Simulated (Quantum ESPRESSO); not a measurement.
**Cu in Quantum ESPRESSO: the effect of target pressure**

Cu:

```
Cu
1.0
     0.00000    1.80750    1.80750
     1.80750    0.00000    1.80750
     1.80750    1.80750    0.00000
Cu
1
Cartesian
  0.0000 0.0000 0.0000
```

Alike in all runs:

| Item | Value |
| --- | --- |
| Program | Quantum ESPRESSO 7.5 |
| Task | phonons |
| Functional | PBE |
| Potentials or basis | Ansatz NC SR PBE |
| Cutoff | 1252 eV |
| Density cutoff | 5007 eV |
| k mesh | 9 × 9 × 9 |
| Occupations | cold, width 0.2 eV |
| Spin | no spin polarisation |

Each run relaxes the cell or the atoms first.

```tsv
target pressure	relaxed volume (Å³/atom)	highest phonon frequency (cm⁻¹)
-3 GPa	12.21	375
0 GPa	11.95	376
3 GPa	11.72	375
8 GPa	11.38	373
15 GPa	?	?
```

Task: What does the run with target pressure 15 GPa give?

Result: Relaxed volume 10.98 Å³/atom; highest phonon frequency 368 cm⁻¹.

Worked out: In Murnaghan's law V^(-B') rises as a straight line in P. The other rows fit best with B' = 4.4, V0 = 11.95 Å³/atom and B0 = 147 GPa, which gives 10.98 Å³/atom at 15 GPa, against the run's 10.98. A parabola through the other rows of the highest phonon frequency, of slope -1.33 cm⁻¹ per GPa there, extrapolates to 366 cm⁻¹, against the run's 368.

Caveats: the mesh is thin for the phonons of a metal; the q point doesn't lie on the k mesh, which can shift a metal's frequencies strongly unless the mesh is converged; the cell is more than 3 GPa from zero pressure, which shifts response properties (some runs).
